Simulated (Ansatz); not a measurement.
KBr built on the NiAs prototype, relaxed with r2SCAN: 6 runs in Ansatz 0.2.0, each a calculation of independent-particle optics. Space group P6_3/mmc (No. 194), hexagonal; a = 4.559 Å, c = 8.020 Å in the conventional setting, 36.09 Å³ an atom. K has 6 Br at 3.31 Å; Br has 6 K at 3.31 Å. Computed, not measured; no magnetism was allowed, and whether the structure is a known phase isn't checked.

```
K Br
1.0
     4.55930    0.00000    0.00000
    -2.27965    3.94847    0.00000
     0.00000    0.00000    8.02006
K Br
2 2
Direct
  0.00000 0.00000 0.00000
  0.00000 0.00000 0.50000
  0.33333 0.66667 0.25000
  0.66667 0.33333 0.75000
```

On meshes this coarse, single peaks can be features of the mesh. No local fields, no excitons; the zone sum runs over the cells of the mesh, and ε∞ includes the bands left out of the spectrum. Up to four peaks are listed, those above 15 % of the tallest and inside the complete range; the four can differ from row to row. Rows marked drawn have settings drawn at random (some not listed).

| functional | k mesh | broadening (eV) | scissors (eV) | range (eV) | settings | direct gap on the mesh before scissors (eV) | ε∞ xx | ε∞ yy | ε∞ zz | complete up to (eV) | tallest peaks of mean ε₂ (eV) |
| --- | --- | --- | --- | --- | --- | --- | --- | --- | --- | --- | --- |
| PBE | 6×6×4 | 0.1 | 0.00 | 0–19 | chosen | 4.35 | 2.81 | 2.81 | 2.85 | 19.0 | 6.90 7.35 8.10 9.80 |
| r2SCAN | 6×6×4 | 0.1 | 0.00 | 0–19 | chosen | 4.99 | 2.62 | 2.62 | 2.66 | 19.0 | 7.45 7.95 8.80 10.60 |
| LDA | 6×6×4 | 0.1 | 0.00 | 0–19 | chosen | 3.95 | 2.94 | 2.94 | 2.98 | 19.0 | 6.60 7.05 7.85 9.60 |
| PBE | 6×6×4 | 0.1 | 1.16 (to HSE06) | 0–19 | chosen | 4.35 | 2.60 | 2.60 | 2.64 | 19.0 | 8.05 8.50 9.30 10.95 |
| LDA | 6×6×4 | 0.05 | 1.00 | 0–30 | drawn | 3.95 | 2.73 | 2.73 | 2.77 | 30.0 | 8.00 8.80 10.60 11.20 |
| LDA | 12×12×4 | 0.4 | 2.50 | 2–10 | drawn | 3.95 | 2.51 | 2.51 | 2.54 | 10.0 | 9.50 |

The runs are scalar-relativistic, without spin-orbit coupling.
